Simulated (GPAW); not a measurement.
# ZnS (F-43m) in GPAW: single point with PBE

Aim: the single point of ZnS with PBE.

All numbers are computed with GPAW 26.7.0; they aren't measurements. Logs are shortened: lines on timing, memory, paths and dates and some standing lists are left out, and cuts for length are marked. The log counts tension as positive stress, the text compression.

**Experimental background.**

“Electronic, vibrational, and thermodynamic properties of ZnS (zincblende and rocksalt structure)”, 2009, arxiv:0911.5022 quotes, for a bulk crystal of ZnS at 19 K: band gap 3.85 eV (direct).

How close the calculation comes is told below.

## (1) Starting point

Symmetry: F-43m, No. 216, cubic system. The conventional cell has a = 5.404 Å, b = 5.404 Å, c = 5.404 Å, α = 90.00°, β = 90.00°, γ = 90.00°. Zn (site symmetry -43m) has 4 S at 2.34 Å as nearest neighbours. Around S (site symmetry -43m) lie 4 Zn at 2.34 Å.

## (2) Single point, PBE

File run.py:

```python
from ase import Atoms
from ase.dft.bandgap import bandgap
from ase.io import write
from ase.units import GPa
from gpaw import GPAW, PW

atoms = Atoms(['Zn', 'S'],
              cell=[[0.0, 2.702, 2.702],
                    [2.702, 0.0, 2.702],
                    [2.702, 2.702, 0.0]],
              scaled_positions=[[0.75, 0.75, 0.75],
                                [0.0, 0.0, 0.0]],
              pbc=True)

calc = GPAW(mode=PW(450),
            xc='PBE',
            kpts={'size': (7, 7, 7), 'gamma': True},
            occupations={'name': 'fermi-dirac', 'width': 0.05},
            nbands=18,
            maxiter=120,
            txt='gpaw.txt')
atoms.calc = calc
energy = atoms.get_potential_energy()
forces = atoms.get_forces()
stress = atoms.get_stress()
calc.write('gs.gpw')
write('result.traj', atoms)
print(f'Energy: {energy:.6f} eV')
print('Forces (eV/A):')
print(forces.round(4))
print('Stress (GPa):', (stress / GPa).round(3))
print('Fermi level:', round(calc.get_fermi_level(), 4), 'eV')
print(f'Gap: {bandgap(calc)[0]:.4f} eV, direct: {bandgap(calc, direct=True)[0]:.4f} eV')
```

Potentials or basis: GPAW PAW data sets (gpaw-data 1.2.1), pw.

Started as:

```
$ OMP_NUM_THREADS=1 python run.py
```

gpaw.txt:

```text
__  _  _
 | _ |_)|_||  |
 |__||  | ||/\| - 26.7.0

Input parameters:
  mode=PW(ecut=450.00000000000006),
  kpts=MonkhorstPack(size=(7, 7, 7), gamma=True),
  maxiter=120,
  nbands=18,
  occupations=Occupations(name='fermi-dirac', width=0.05),
  xc=XC(name='PBE')

Diagonalizing LCAO Hamiltonian
Converting LCAO to pw mode

                    Zn

       S

Atoms  # Å, Bohr magnetons
|   | symbol |        x |        y |        z |    initial magnetic moments |
|---|--------|----------|----------|----------|-----------------------------|
| 0 |     Zn | 4.053000 | 4.053000 | 4.053000 | ( 0.0000,  0.0000,  0.0000) |
| 1 |      S | 0.000000 | 0.000000 | 0.000000 | ( 0.0000,  0.0000,  0.0000) |

Unit cell  # Å
| periodic |        x |        y |        z |  lengths |    angles |
|----------|----------|----------|----------|----------|-----------|
|      yes | 0.000000 | 2.702000 | 2.702000 | 3.821205 | 60.000000 |
|      yes | 2.702000 | 0.000000 | 2.702000 | 3.821205 | 60.000000 |
|      yes | 2.702000 | 2.702000 | 0.000000 | 3.821205 | 60.000000 |

Number of symmetries: 24
Symmetry operations  # r_c * U_cc + t_c -> r_c
|    | kind |            matrix            |
|----|------|------------------------------|
|  0 |  E   |  1, 0, 0,  0, 1, 0,  0, 0, 1 |
|  1 |  σ   |  1, 0, 0,  0, 0, 1,  0, 1, 0 |
|  2 |  σ   |  1, 0,-1,  0, 1,-1,  0, 0,-1 |
|  3 |  C3  |  1, 0,-1,  0, 0,-1,  0, 1,-1 |
|  4 |  C3  |  1,-1, 0,  0,-1, 1,  0,-1, 0 |
|  5 |  σ   |  1,-1, 0,  0,-1, 0,  0,-1, 1 |
|  6 |  σ   |  0, 1, 0,  1, 0, 0,  0, 0, 1 |
|  7 |  C3  |  0, 1, 0,  0, 0, 1,  1, 0, 0 |
|  8 |  C2  |  0, 1,-1,  1, 0,-1,  0, 0,-1 |
|  9 |  S4  |  0, 1,-1,  0, 0,-1,  1, 0,-1 |
| 10 |  C3  |  0, 0, 1,  1, 0, 0,  0, 1, 0 |
| 11 |  σ   |  0, 0, 1,  0, 1, 0,  1, 0, 0 |
| 12 |  S4  |  0, 0,-1,  1, 0,-1,  0, 1,-1 |
| 13 |  C3  |  0, 0,-1,  0, 1,-1,  1, 0,-1 |
| 14 |  S4  |  0,-1, 1,  1,-1, 0,  0,-1, 0 |
| 15 |  C2  |  0,-1, 1,  0,-1, 0,  1,-1, 0 |
| 16 |  C3  |  0,-1, 0,  1,-1, 0,  0,-1, 1 |
| 17 |  S4  |  0,-1, 0,  0,-1, 1,  1,-1, 0 |
| 18 |  S4  | -1, 1, 0, -1, 0, 1, -1, 0, 0 |
| 19 |  C3  | -1, 1, 0, -1, 0, 0, -1, 0, 1 |
| 20 |  C3  | -1, 0, 1, -1, 1, 0, -1, 0, 0 |
| 21 |  S4  | -1, 0, 1, -1, 0, 0, -1, 1, 0 |
| 22 |  σ   | -1, 0, 0, -1, 1, 0, -1, 0, 1 |
| 23 |  C2  | -1, 0, 0, -1, 0, 1, -1, 1, 0 |

BZ-sampling:
  Number of BZ points: 343
  Number of IBZ points: 20

  Monkhorst-Pack size: [7, 7, 7]
  Monkhorst-Pack shift: [0, 0, 0]

K-points  # in reciprocal-cell coordinates
|     |                                coordinates |     weight |
|-----|--------------------------------------------|------------|
|   0 | (  0.00000000,   0.00000000,   0.00000000) | 0.00291545 |
|   1 | (  0.14285714,   0.14285714,   0.00000000) | 0.01749271 |
|   2 | (  0.14285714,   0.14285714,   0.14285714) | 0.02332362 |
|   3 | (  0.28571429,   0.14285714,   0.14285714) | 0.03498542 |
|   4 | (  0.28571429,   0.28571429,   0.00000000) | 0.01749271 |
|   5 | (  0.28571429,   0.28571429,   0.14285714) | 0.06997085 |
|   6 | (  0.28571429,   0.28571429,   0.28571429) | 0.02332362 |
|   7 | (  0.42857143,  -0.28571429,  -0.28571429) | 0.03498542 |
|   8 | (  0.42857143,   0.28571429,  -0.42857143) | 0.13994169 |
|   9 | (  0.42857143,   0.28571429,  -0.28571429) | 0.06997085 |
| ... |                                            |            |
|  19 | (  0.42857143,   0.42857143,   0.42857143) | 0.02332362 |

Plane wave coefficients: 881
Cutoff: 450.00000000000006 eV

Spin-components: 1 (collinear spins)
Bands:           18
Projectors:      11
Spin-degeneracy: 2
Datatype:        complex128

Parallelization:
  kpt:    1
  domain: 1
  band:   1

Density:
  Valence electrons: 18.0
  Components: 1
  Grid points: [20 20 20]
  Charge: 0.0  # |e|

Potential:
  Grid points: [20 20 20]

species:
  Zn:
    name:    Zinc
    Z:       30.0
    valence: 12
    core:    18
    charge:  0.0  # [|e|]
    compensation charges:
      type: gauss
      rc: 0.37  # [Å]
      lmax: 2
    cutoffs:
      filter: 2.14  # [Å]
      core: 2.28  # [Å]
    projectors
    | kind |    occ | energy [eV] | rcut [Å] |
    |------|--------|-------------|----------|
    |   4s |  2.000 |      -5.977 |    1.286 |
    |   4p |  0.000 |      -1.117 |    1.270 |
    |   3d | 10.000 |     -10.142 |    1.180 |
    |    s |        |      21.234 |    1.286 |
    |    p |        |      26.095 |    1.270 |
    |    d |        |      17.070 |    1.180 |

    Using partial waves for Zn as LCAO basis

  S:
    name:    Sulfur
    Z:       16.0
    valence: 6
    core:    10
    charge:  0.0  # [|e|]
    compensation charges:
      type: gauss
      rc: 0.24  # [Å]
      lmax: 2
    cutoffs:
      filter: 1.77  # [Å]
      core: 1.66  # [Å]
    projectors
    | kind |    occ | energy [eV] | rcut [Å] |
    |------|--------|-------------|----------|
    |   3s |  2.000 |     -17.254 |    0.974 |
    |   3p |  4.000 |      -7.008 |    0.979 |
    |    s |        |       9.957 |    0.974 |
    |    p |        |      20.203 |    0.979 |
    |    d |        |       0.000 |    0.900 |

    Using partial waves for S as LCAO basis

Reference energy: -59718.946550  # eV

eigensolver:
  PPCG
  Converge bands: occupied
  niter=2

density mixing:
  MSR1-Mixer
  Pratt-step length: 0.05
  Maximum mixing coefficient: 0.75
  Old densities: 10
  SVD Regularization: 0.005
  Good broyden scale: 1.0
  Trust region scale: 1.0
  Backstep threshold: 4.0
  History deletion threshold: 6.0
  Fourier metric: weight=20.0, sigma=0.015

occupation numbers:
  Fermi-Dirac:
    width: 0.0500  # eV

poisson solver:
  ecut: 3600.0000000000005  # eV

xc functional:
  name: PBE with 2 nearest neighbor stencil

convergence criteria:
- Maximum [total energy] change in last 3 cyles: 0.0005 eV / valence electron
- Maximum integral of absolute [dens]ity change: 0.0001 electrons / valence electron
- Maximum integral of absolute [eigenst]ate change: 4e-08 eV^2 / valence electron
maximum number of iterations: 120

SCF iterations
|iter     | |      energy | eigst |  dens |
|---------|-|-------------|-------|-------|
|iter:   1| |   -7.273557 | -0.19 |       |
|iter:   2| |   -7.186539 | -1.86 | -1.18 |
|iter:   3| |   -6.901288 | -1.52 | -1.23 |
|iter:   4| |   -6.901355 | -2.75 | -1.79 |
|iter:   5| |   -6.902714c| -3.86 | -2.23 |
|iter:   6| |   -6.902656c| -4.40 | -3.00 |
|iter:   7| |   -6.902677c| -5.36 | -3.52 |
|iter:   8| |   -6.902683c| -6.12 | -3.87 |
|iter:   9| |   -6.902683c| -8.32c| -4.91c|

Converged in 9 steps
Energy contributions relative to reference atoms: (reference = -59718.946550)

Energy contributions:
  Kinetic:          11.172088
  Coulomb:          -9.433386
  Zero:              0.017479
  External:          0.000000
  Xc:               -8.658864
  Entropy:          -0.000000
  Spinorbit:         0.000000
  ----------------------------
  Free energy:      -6.902683
  Extrapolated:     -6.902683

dipole moment: (-14.580736, -14.580736, -14.580736)  # |e|*Ang

Fermi level: 4.698
Eigenvalues  # (at kpt = [0.000, 0.000, 0.000])
| band index |      eig [eV] | occ [0-2] |
|------------|---------------|-----------|
|          0 |        -9.384 |     2.000 |
|          1 |        -2.560 |     2.000 |
|          2 |        -2.560 |     2.000 |
|          3 |        -2.560 |     2.000 |
|          4 |        -2.066 |     2.000 |
|          5 |        -2.066 |     2.000 |
|          6 |         3.753 |     2.000 |
|          7 |         3.753 |     2.000 |
|          8 |         3.753 |     2.000 |
|          9 |         5.858 |     0.000 |
|         10 |        10.123 |     0.000 |
|         11 |        10.123 |     0.000 |
|         12 |        10.123 |     0.000 |
|         13 |        15.370 |     0.000 |
|         14 |        15.370 |     0.000 |
|         15 |        15.641 |     0.000 |
|         16 |        18.295 |     0.000 |
|         17 |        18.295 |     0.000 |

Gap: 2.105 eV
Transition (v -> c):
  (s=0, k=0, n=8, [0.00, 0.00, 0.00]) -> (s=0, k=0, n=9, [0.00, 0.00, 0.00])
No difference between direct/indirect transitions

Forces  # eV/Ang
|       x |        y |        z |
|---------|----------|----------|
| 0.00000 | -0.00000 |  0.00000 |  # Zn   0
| 0.00000 | -0.00000 | -0.00000 |  # S    1

Stress tensor  # eV/Ang^3
|         x |         y |         z |
|-----------|-----------|-----------|
| -0.007514 |  0.000000 |  0.000000 |
|  0.000000 | -0.007514 |  0.000000 |
|  0.000000 |  0.000000 | -0.007514 |

# Writing to gs.gpw (mode='')
```

Run time: 6.7 s. Hardware: 1 thread of Arm Neoverse V1, shared host; peak memory 0.13 GiB.

Results:

- Free energy: -6.9027 eV
- Pressure: 1.2 GPa
- Band gap on the k mesh: 2.11 eV, direct

Caveat: the cutoff is short for stress and forces, so pressures can be off by a GPa or more.

## (3) Against experiment

Step 2. A measured gap of ZnS is 3.85 eV (direct; 19 K; quoted in “Electronic, vibrational, and thermodynamic properties of ZnS (zincblende and rocksalt structure)”, 2009, arxiv:0911.5022); the calculated 2.11 eV misses it by -1.74 eV. The value is that of PBE, without temperature or zero-point motion. Semilocal functionals fall short of measured gaps as a rule.
